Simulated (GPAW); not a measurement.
## WS2 (Tungstenite): equation of state with optB88-vdW

The system is WS2 (Tungstenite).

```xyz
6
Lattice="3.1800 0.0000 0.0000 -1.5900 2.7540 0.0000 0.0000 0.0000 12.5000" Properties=species:S:1:pos:R:3 pbc="T T T"
W     1.5900    0.9180    9.3750
W     0.0000    1.8360    3.1250
S     1.5900    0.9180    4.6875
S     0.0000    1.8360   10.9375
S     1.5900    0.9180    1.5625
S     0.0000    1.8360    7.8125
```

```yaml
Program: GPAW 26.7.0
Task: equation of state
Functional: optB88-vdW
Potentials_or_basis: GPAW PAW data sets (gpaw-data 1.2.1)
Cutoff: 600 eV
Basis: pw
k_mesh: 6 × 6 × 2
Occupations: fermi-dirac, width 0.05 eV
Spin: no spin polarisation
Maxiter: 150
older_calculator_legacy_gpaw: yes
Eos_scales: "[0.94, 0.96, 0.98, 1.0, 1.02, 1.04, 1.06]"
```

- Equilibrium volume: 18.71 Å³/atom
- Bulk modulus at fixed shape and positions: 151 GPa
- Pressure derivative of the bulk modulus: 4.4

Energy against volume, from the lowest point:
| volume (Å³/atom) | energy (meV/atom) |
| --- | --- |
| 17.150 | 71.68 |
| 17.515 | 40.46 |
| 17.880 | 18.72 |
| 18.245 | 5.59 |
| 18.610 | 0.00 |
| 18.975 | 1.41 |
| 19.340 | 9.03 |

It took 5.7 min on 1 thread of Arm Neoverse V1, on a shared host, peak memory 0.32 GiB.

Caveat: the k mesh is coarse (spacing up to 0.38 Å⁻¹), so the values aren't converged; the cell was scaled at fixed shape and fractional positions, which overstates the stiffness of a crystal with free parameters, most of all of layers and chains; the PAW data sets were made with another functional, which shifts forces and pressure a little. Spin-orbit coupling is left out, which matters for the levels of W.
